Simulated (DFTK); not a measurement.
N:

```
CELL_PARAMETERS angstrom
4.16723 0.00000 0.00000
-2.08362 3.60893 0.00000
0.00000 0.00000 7.00600
ATOMIC_POSITIONS crystal
N 0.66667 0.33333 0.67107
N 0.66667 0.33333 0.82893
N 0.33333 0.66667 0.17107
N 0.33333 0.66667 0.32893
```

| Item | Value |
| --- | --- |
| Program | DFTK 0.8.2 |
| Task | single point |
| Functional | PBE |
| Potentials or basis | dojo.nc.sr.pbe.v0_4_1.standard.upf (PBE) |
| Cutoff | 1143 eV |
| k mesh | 7 × 7 × 4 |
| Occupations | fermi-dirac, width 0.05 eV |
| Spin | no spin polarisation |

On this cell: pressure -0.2 GPa; largest force 0.402 eV/Å; band gap on the k mesh 7.07 eV, indirect (least direct gap 7.35 eV).

The same run follows on a disturbed copy (atoms moved at random, drawn with an rms of 0.05 Å):

```xyz
4
Lattice="4.1672 0.0000 0.0000 -2.0836 3.6089 0.0000 0.0000 0.0000 7.0060" Properties=species:S:1:pos:R:3 pbc="T T T"
N     2.0711    1.1866    4.6691
N     2.1101    1.1852    5.7935
N     0.0200    2.4218    1.1863
N     0.0164    2.3328    2.2964
```

Q: What does the disturbed cell give?

A: The energy moves by +9.7 meV/atom; pressure -2.1 GPa; largest force 2.848 eV/Å; band gap on the k mesh 6.91 eV, indirect (least direct gap 7.18 eV).

Forces in eV/Å, atoms in the order of the input:
```
N    0.102 -0.013  2.847
N   -0.099  0.011 -2.843
N   -0.002 -0.117  1.423
N   -0.001  0.119 -1.427
```

Stress tensor (GPa, compression positive):
```
 0.24 -0.01 -0.15
-0.01  0.22  0.16
-0.15  0.16 -6.90
```

Caveats: an odd mesh through Γ misses points on the zone boundary, where band edges often lie.
